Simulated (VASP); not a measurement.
# CdS (Greenockite) (P6_3mc) in VASP: notebook

Runs on CdS (Greenockite). Level: HSE06. Tasks: single point.

Program: VASP 6.6.1. These are calculated values, not measurements. Logs are shortened: lines on timing, memory, paths and dates and some standing lists are left out, and cuts for length are marked.

### Step 1. The structure

It takes space group P6_3mc (No. 186, hexagonal). Conventional cell: a = 4.150 Å, b = 4.150 Å, c = 6.737 Å, α = 90.00°, β = 90.00°, γ = 120.00°. Around Cd (site symmetry 3m) lie 4 S at 2.53 to 2.54 Å. S (site symmetry 3m) is surrounded by 4 Cd at 2.53 to 2.54 Å.

### Step 2. Single point, HSE06

POSCAR

```
CdS
1.0
    4.1500000000      0.0000000000      0.0000000000
   -2.0750000000      3.5940054257      0.0000000000
    0.0000000000      0.0000000000      6.7370000000
Cd S
2 2
Direct
    0.6666666667      0.3333333333      0.5000000000
    0.3333333333      0.6666666667      0.0000000000
    0.6666666667      0.3333333333      0.8750000000
    0.3333333333      0.6666666667      0.3750000000
```

INCAR.step1

```
PREC = Accurate
ENCUT = 350
EDIFF = 1E-5
ISMEAR = 0
SIGMA = 0.01
LREAL = F
LASPH = T
NELM = 100
ALGO = Normal
ISIF = 2
LWAVE = T
LCHARG = F
NBANDS = 26
NKRED = 1
GGA = PE
```

INCAR.step2

```
PREC = Accurate
ENCUT = 350
EDIFF = 1E-6
ISMEAR = 0
SIGMA = 0.01
LREAL = F
LASPH = T
NELM = 100
ALGO = Normal
ISIF = 2
LWAVE = F
LCHARG = F
GGA = PE
LHFCALC = T
HFSCREEN = 0.2
PRECFOCK = Fast
NBANDS = 26
NKRED = 1
ISTART = 1
```

KPOINTS

```
regular mesh
0
Gamma
  3 3 2
```

Potentials or basis: VASP PAW PBE potentials, release 64 (Cd, S).

The run is started by

```sh
$ cat potpaw_PBE.64/Cd/POTCAR potpaw_PBE.64/S/POTCAR > POTCAR
$ cp INCAR.step1 INCAR
$ mpirun -np 1 vasp_std > vasp.out
$ cp INCAR.step2 INCAR
$ mpirun -np 1 vasp_std > vasp.out
```

OUTCAR:

```text
PREC = Accurate
   ENCUT = 350
   EDIFF = 1E-6
   ISMEAR = 0
   LREAL = F
   LASPH = T
   NELM = 100
   ISIF = 2
   GGA = PE
   LHFCALC = T
   HFSCREEN = 0.2
   PRECFOCK = Fast
   NKRED = 1
   ISTART = 1

 Found      6 irreducible k-points:

 Following reciprocal coordinates:
            Coordinates               Weight
  0.000000  0.000000  0.000000      1.000000
  0.333333  0.000000  0.000000      6.000000
  0.333333  0.333333  0.000000      2.000000
  0.000000  0.000000  0.500000      1.000000
  0.333333  0.000000  0.500000      6.000000
  0.333333  0.333333  0.500000      2.000000
   k-points           NKPTS =      6   k-points in BZ     NKDIM =     18   number of bands    NBANDS=     26
   number of dos      NEDOS =    301   number of ions     NIONS =      4
   total plane-waves  NPLWV =  32928
   dimension x,y,z NGX =    28 NGY =   28 NGZ =   42
   dimension x,y,z NGXF=    56 NGYF=   56 NGZF=   84
   ions per type =               2   2
   NGX,Y,Z   is equivalent  to a cutoff of  11.22, 11.22, 10.36 a.u.
   NGXF,Y,Z  is equivalent  to a cutoff of  22.43, 22.43, 20.73 a.u.
 SYSTEM =  unknown system
   PREC   = accura    normal or accurate (medium, high low for compatibility)
   ISTART =      1    job   : 0-new  1-cont  2-samecut
   ICHARG =      0    charge: 1-file 2-atom 10-const
   ISPIN  =      1    spin polarized calculation?
   LNONCOLLINEAR =      F non collinear calculations
   LSORBIT =      F    spin-orbit coupling
   LASPH  =      T    aspherical Exc in radial PAW
   ENCUT  =  350.0 eV  25.72 Ry    5.07 a.u.   6.33  6.33 10.28*2*pi/ulx,y,z
   NELM   =    100;   NELMIN=  2; NELMDL=  0     # of ELM steps
   EDIFF  = 0.1E-05   stopping-criterion for ELM
   LREAL  =      F    real-space projection
   EDIFFG = 0.1E-04   stopping-criterion for IOM
   NSW    =      0    number of steps for IOM
   IBRION =     -1    ionic relax: 0-MD 1-quasi-New 2-CG
   NFREE  =      0    steps in history (QN), initial steepest desc. (CG)
   ISIF   =      2    stress and relaxation
   ISYM   =      3    0-nonsym 1-usesym 2-fastsym
   POTIM  = 0.5000    time-step for ionic-motion
   TEBEG  =    0.0;   TEEND  =   0.0 temperature during run
   PSTRESS=    0.0 pullay stress
   NELECT =      36.0000    total number of electrons
   NUPDOWN=      -1.0000    fix difference up-down
   EMIN   =  10.00;   EMAX   =-10.00  energy-range for DOS
   EFERMI =   0.00;   METHOD = LEGACY
   ISMEAR =     0;   SIGMA  =   0.01  broadening in eV -4-tet -1-fermi 0-gaus
   EFERMI_NEDOS =   21; number of points for ismear=-14 and -15
   IALGO  =     38    algorithm
   IMIX   =      1    mixing-type and parameters
     AMIX     =   0.40;   BMIX     =  1.00
     AMIX_MAG =   1.60;   BMIX_MAG =  1.00
  volume/ion in A,a.u.               =      25.12       169.52
  Fermi-wavevector in a.u.,A,eV,Ry     =   1.162727  2.197236 18.394190  1.351935
  Thomas-Fermi vector in A             =   2.299285
   LORBIT       =      0    0 simple, 1 ext, 2 COOP (PROOUT), +10 PAW based schemes
   GGA     = PE    functional components
   LHFCALC =     T    Hartree Fock is set to
   PRECFOCK=fast      Normal, Fast or Accurate (Low or Medium for compatibility)
   ENCUT4O =  -1.0   cutoff for four orbital integrals eV
   NKREDX  =     1    reduce k-point grid by
   NKREDY  =     1    reduce k-point grid by
   NKREDZ  =     1    reduce k-point grid by
   AEXX    =    0.2500 exact exchange contribution
   HFSCREEN=    0.2000 screening length (either q_TF or 0.3 A-1)
   HFSCREENC=   0.2000 screening length for correlation (either q_TF or 0.3 A-1)
   ENCUTFOCK=  -1.0 apply spherical cutoff to Coloumb kernel
   IVDW    =     0    specifies the selected vdW correction
   LEPSILON=     F    determine dielectric tensor
   LRPA    =     F    only Hartree local field effects (RPA)
 non-spin polarized calculation
 Gauss-broadening in eV      SIGMA  =   0.01
  energy-cutoff  :      350.00
  volume of cell :      100.48
 maximum number of plane-waves:      1520
 NGX is ok and might be reduce to    28
  NGX = 14; NGY = 14; NGZ = 24

 number of electron      36.0000023 magnetization

 Free energy of the ion-electron system (eV)
  ---------------------------------------------------
  ext. energy  EPLUGINS =         0.00000000
  ---------------------------------------------------
  free energy    TOTEN  =       -15.13712493 eV

  energy without entropy =      -15.13712493  energy(sigma->0) =      -15.13712493

 E-fermi :   0.6691     XC(G=0):  -7.5175

 val. band max:        0.5580071015   @ k =   0.0000   0.0000   0.0000
 cond. band min:       2.8290443663   @ k =   0.0000   0.0000   0.0000
 fundamental gap:      2.2710372648
 Fermi energy:         0.6690802427

 k-point     1 :       0.0000    0.0000    0.0000
  band No.  band energies     occupation
      1     -12.9064      2.00000
      2     -12.4519      2.00000
      3      -8.2459      2.00000
      4      -8.2244      2.00000
      5      -8.2244      2.00000
      6      -8.1370      2.00000
[... 18 lines left out ...]
     25       9.3988      0.00000
     26       9.5322      0.00000

 k-point     2 :       0.3333    0.0000    0.0000
  band No.  band energies     occupation
      1     -12.5944      2.00000
      2     -12.3445      2.00000
      3      -8.1550      2.00000
      4      -8.1349      2.00000
      5      -8.0092      2.00000
      6      -7.9844      2.00000
[... 18 lines left out ...]
     25      10.0310      0.00000
     26      10.7641      0.00000

 k-point     3 :       0.3333    0.3333    0.0000
  band No.  band energies     occupation
      1     -12.3677      2.00000
      2     -12.3677      2.00000
      3      -8.1616      2.00000
      4      -8.0017      2.00000
      5      -8.0016      2.00000
      6      -7.9321      2.00000
[... 18 lines left out ...]
     25      10.5851      0.00000
     26      10.5851      0.00000

 k-point     4 :       0.0000    0.0000    0.5000
  band No.  band energies     occupation
      1     -12.6728      2.00000
      2     -12.6728      2.00000
      3      -8.1874      2.00000
      4      -8.1874      2.00000
      5      -8.1873      2.00000
      6      -8.1873      2.00000
[... 18 lines left out ...]
     25       8.5683      0.00000
     26       8.5683      0.00000

 k-point     5 :       0.3333    0.0000    0.5000
  band No.  band energies     occupation
      1     -12.4583      2.00000
      2     -12.4583      2.00000
      3      -8.1066      2.00000
      4      -8.1066      2.00000
      5      -8.0581      2.00000
      6      -8.0581      2.00000
[... 18 lines left out ...]
     25       9.9795      0.00000
     26       9.9795      0.00000

 k-point     6 :       0.3333    0.3333    0.5000
  band No.  band energies     occupation
      1     -12.3555      2.00000
      2     -12.3555      2.00000
      3      -8.0536      2.00000
      4      -8.0536      2.00000
      5      -8.0316      2.00000
      6      -8.0316      2.00000
[... 18 lines left out ...]
     25      11.0591      0.00000
     26      11.0591      0.00000

------------------------ aborting loop because EDIFF is reached ----------------------------------------

  FORCE on cell =-STRESS in cart. coord.  units (eV):
  Direction    XX          YY          ZZ          XY          YZ          ZX
  --------------------------------------------------------------------------------------
  -------------------------------------------------------------------------------------
  Total        0.6806841      0.6806841      0.5772124      0.0000000     -0.0000000      0.0000000
  in kB       10.8533252     10.8533252      9.2034960      0.0000000     -0.0000000      0.0000000
  external PRESSURE =      10.3033821 kB  Pullay stress =       0.0000000 kB

 VOLUME and BASIS-vectors are now :
 -----------------------------------------------------------------------------
  energy-cutoff  :      350.00
  volume of cell :      100.48
      direct lattice vectors                 reciprocal lattice vectors
     4.150000000  0.000000000  0.000000000     0.240963855  0.139120547  0.000000000
    -2.075000000  3.594005426  0.000000000     0.000000000  0.278241094  0.000000000
     0.000000000  0.000000000  6.737000000     0.000000000  0.000000000  0.148434021

 POSITION                                       TOTAL-FORCE (eV/Angst)
 -----------------------------------------------------------------------------------
      2.07500      1.19800      3.36850         0.000000     -0.000000     -0.031399
     -0.00000      2.39600      0.00000        -0.000000      0.000000     -0.031399
      2.07500      1.19800      5.89487         0.000000      0.000000      0.031399
     -0.00000      2.39600      2.52637        -0.000000      0.000000      0.031399
 -----------------------------------------------------------------------------------
    total drift:                                0.000001      0.000001     -0.000424

  FREE ENERGIE OF THE ION-ELECTRON SYSTEM (eV)
  ---------------------------------------------------
  free  energy   TOTEN  =       -15.1371249340 eV

  energy  without entropy=      -15.1371249340  energy(sigma->0) =      -15.13712493
```

It took 1.7 min on 1 thread of AMD EPYC 9R14 (Zen 4), shared host; peak memory 0.24 GiB.

These settings aren't checked as converged: the numbers below hold their error.

Results:

| Item | Value |
| --- | --- |
| Free energy | -15.1371 eV |
| Pressure | 1.0 GPa |
| Largest force | 0.031 eV/Å |
| Band gap on the k mesh | 2.27 eV, direct |

Caveat: the k mesh is coarse (spacing up to 0.58 Å⁻¹), so the values aren't converged, least of all with exact exchange; the PAW data sets were made with another functional, which shifts forces and pressure a little.

### Step 3. Single point, HSE06

POSCAR is that of step 2.

INCAR.step1 is that of step 2.

Edit INCAR.step2 of step 2 so:

```diff
@@ -15,3 +15,3 @@
 HFSCREEN = 0.2
-PRECFOCK = Fast
+PRECFOCK = Normal
 NBANDS = 26
```

KPOINTS is that of step 2.

Potentials or basis: VASP PAW PBE potentials, release 64 (Cd, S).

The run is started by

```sh
$ cat potpaw_PBE.64/Cd/POTCAR potpaw_PBE.64/S/POTCAR > POTCAR
$ cp INCAR.step1 INCAR
$ mpirun -np 1 vasp_std > vasp.out
$ cp INCAR.step2 INCAR
$ mpirun -np 1 vasp_std > vasp.out
```

Wall time 3.4 min (1 thread of AMD EPYC 9R14 (Zen 4), shared host); peak memory 0.25 GiB.

The run converged, but some of its settings lie outside the range that counts as converged, so its numbers aren't taken as properties of the crystal.

What came out:

```yaml
Free_energy: -15.1377 eV
Pressure: 1.0 GPa
Largest_force: 0.031 eV/Å
Band_gap_on_the_k_mesh: 2.27 eV, direct
```

Caveat: the k mesh is coarse (spacing up to 0.58 Å⁻¹), so the values aren't converged, least of all with exact exchange; the PAW data sets were made with another functional, which shifts forces and pressure a little.

### Step 4. Single point, HSE06

POSCAR is that of step 3.

Edit INCAR.step1 of step 3 so:

```diff
@@ -1,3 +1,3 @@
 PREC = Accurate
-ENCUT = 350
+ENCUT = 300
 EDIFF = 1E-5
```

Edit INCAR.step2 of step 3 so:

```diff
@@ -1,3 +1,3 @@
 PREC = Accurate
-ENCUT = 350
+ENCUT = 300
 EDIFF = 1E-6
@@ -15,3 +15,3 @@
 HFSCREEN = 0.2
-PRECFOCK = Normal
+PRECFOCK = Fast
 NBANDS = 26
```

KPOINTS

```
regular mesh
0
Gamma
  4 4 2
```

The run is started by

```sh
$ cat potpaw_PBE.64/Cd/POTCAR potpaw_PBE.64/S/POTCAR > POTCAR
$ cp INCAR.step1 INCAR
$ mpirun -np 1 vasp_std > vasp.out
$ cp INCAR.step2 INCAR
$ mpirun -np 1 vasp_std > vasp.out
```

Wall time 3.4 min (1 thread of AMD EPYC 9R14 (Zen 4), shared host); peak memory 0.23 GiB.

The run converged, but some of its settings lie outside the range that counts as converged, so its numbers aren't taken as properties of the crystal.

What came out:

```yaml
Free_energy: -15.2308 eV
Largest_force: 0.063 eV/Å
Band_gap_on_the_k_mesh: 2.24 eV, direct
```

Caveat: the k mesh is coarse (spacing up to 0.47 Å⁻¹), so the values aren't converged, least of all with exact exchange; the cutoff is under 1.25 times the usual one of these potentials, so pressure, stress and relaxed cells hold a basis-set (Pulay) error; the PAW data sets were made with another functional, which shifts forces and pressure a little.

### Step 5. Single point, HSE06

POSCAR is that of step 4.

Edit INCAR.step1 of step 4 so:

```diff
@@ -1,3 +1,3 @@
 PREC = Accurate
-ENCUT = 300
+ENCUT = 350
 EDIFF = 1E-5
@@ -13,3 +13,3 @@
 NBANDS = 26
-NKRED = 1
+NKRED = 2
 GGA = PE
```

Edit INCAR.step2 of step 4 so:

```diff
@@ -1,3 +1,3 @@
 PREC = Accurate
-ENCUT = 300
+ENCUT = 350
 EDIFF = 1E-6
@@ -17,3 +17,3 @@
 NBANDS = 26
-NKRED = 1
+NKRED = 2
 ISTART = 1
```

KPOINTS is that of step 4.

The run is started by

```sh
$ cat potpaw_PBE.64/Cd/POTCAR potpaw_PBE.64/S/POTCAR > POTCAR
$ cp INCAR.step1 INCAR
$ mpirun -np 1 vasp_std > vasp.out
$ cp INCAR.step2 INCAR
$ mpirun -np 1 vasp_std > vasp.out
```

It took 46 s on 1 thread of AMD EPYC 9R14 (Zen 4), shared host; peak memory 0.25 GiB.

These settings aren't checked as converged: the numbers below hold their error.

Results:

```yaml
Free_energy: -15.5546 eV
Pressure: 0.1 GPa
Largest_force: 0.071 eV/Å
Band_gap_on_the_k_mesh: 2.46 eV, direct
```

Caveat: the k mesh is coarse (spacing up to 0.47 Å⁻¹), so the values aren't converged, least of all with exact exchange; the PAW data sets were made with another functional, which shifts forces and pressure a little.
